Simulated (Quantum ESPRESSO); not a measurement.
# CaO: single point with PBEsol

CaO:

```
Ca O
1.0
     0.00000    2.40356    2.40356
     2.40356    0.00000    2.40356
     2.40356    2.40356    0.00000
Ca O
1 1
Direct
  0.00000 0.00000 0.00000
  0.50000 0.50000 0.50000
```

The cell is a database's computed one.

```json
{
  "Program": "Quantum ESPRESSO 7.5",
  "Task": "single point",
  "Functional": "PBEsol",
  "Potentials or basis": "GBRV 1.5 PBEsol",
  "Cutoff": "612 eV",
  "Density cutoff": "4898 eV",
  "k mesh": "10 × 10 × 10",
  "Occupations": "fermi-dirac, width 0.05 eV",
  "Spin": "no spin polarisation"
}
```

```yaml
Pressure: -2.7 GPa
Band_gap_on_the_k_mesh: 3.56 eV, indirect (least direct gap 3.94 eV)
```

Levels at points of the mesh, in eV from the valence-band top:
| k point | band 6 | band 7 | band 8 | band 9 | band 10 | band 11 |
| --- | --- | --- | --- | --- | --- | --- |
| (0.00, 0.00, 0.00) | 0.00 | 0.00 | 0.00 | 4.59 | 6.21 | 6.21 |
| (0.00, 0.00, -0.50) | -2.68 | -1.21 | -1.21 | 7.03 | 8.34 | 8.39 |
| (0.00, -0.50, -0.50) | -1.32 | -0.38 | -0.38 | 3.56 | 8.06 | 8.94 |

It took 12 s on 2 MPI ranks on Arm Neoverse V1, with other jobs on the host, peak memory 0.16 GiB a rank.

A k mesh can miss the band edges. PBEsol gaps usually lie below the measured ones, often by a third to a half.
